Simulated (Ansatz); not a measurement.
Pd (bcc): energy against volume

Theory: DFT, RPBE, plane waves (420 eV) with PAW, scalar-relativistic in Ansatz. (PAW data from PBE, frozen cores regenerated.)

The cell is scaled uniformly from the relaxed one, with fractional coordinates and shape fixed. Energies are extrapolated to zero smearing, pressures are those at the given smearing. Magnetic state: non-magnetic.

A Birch-Murnaghan fit gives V₀ = 15.89 Å³/atom, B₀ = 144 GPa, B₀′ = 5.6.

Problem. What are the energy above the minimum and the pressure at 13.990 Å³/atom?

Solution. 135.2 meV/atom and 26.28 GPa as computed.

Problem. What are the energy above the minimum and the pressure at 15.261 Å³/atom?

Solution. 12.1 meV/atom and 6.60 GPa as computed.

Problem. What are the energy above the minimum and the pressure at 17.169 Å³/atom?

Solution. 39.3 meV/atom and -8.94 GPa as computed.
